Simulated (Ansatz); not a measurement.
A (001) slab of Ge (P6_3/mmc (No. 194)), 10 planes, outer planes Ge (top) and Ge (bottom), with 10 atoms (Ge10) in a surface cell of A = 14.262 Å², as cut from the bulk:

```xyz
10
Lattice="4.0582 0.0000 0.0000 -2.0291 3.5145 0.0000 0.0000 0.0000 29.2255" Properties=species:S:1:pos:R:3 pbc="T T T"
Ge    2.0291    1.1715    7.5000
Ge    0.0000    2.3430    8.3405
Ge    0.0000    2.3430   10.8463
Ge    2.0291    1.1715   11.6867
Ge    2.0291    1.1715   14.1925
Ge    0.0000    2.3430   15.0330
Ge    0.0000    2.3430   17.5388
Ge    2.0291    1.1715   18.3793
Ge    2.0291    1.1715   20.8851
Ge    0.0000    2.3430   21.7255
```

All numbers below come from DFT PBE, scalar-relativistic, plane waves, PAW (Ansatz 0.2.0). Plane waves to 420 eV, a k mesh through Γ of 9×9×1 on the computed 10-atom cell and Gaussian smearing (0.10 eV); no spin polarisation. The cell repeats along c with a dipole correction in the vacuum.

Against the same 10 atoms in the bulk, the slab as cut lies 1.980 eV higher and the relaxed slab 1.972 eV higher.

Task: Work out the surface energy before and after relaxation.

Result: The slab has two faces, so γ = (E_slab − N·E_bulk)/(2A), the mean of both. As cut: 1.980/(2 × 14.262) = 0.0694 eV/Å², and 1 eV/Å² = 16.02 J/m², so γ = 1.11 J/m². Relaxed: 1.972/(2 × 14.262) = 0.0691 eV/Å² = 1.11 J/m². Relaxation recovers 0.4 % of the cost of cutting.

Task: What is the ideal work of this cut, per area?

Result: Griffith's ideal work is 2γ: 2.22 J/m², whether the new faces relax or not. Other cuts parallel to this plane can cost less. One thickness was run, 10 planes, so γ can still shift with it.

The reference crystal is a form of Ge, which isn't its usual structure.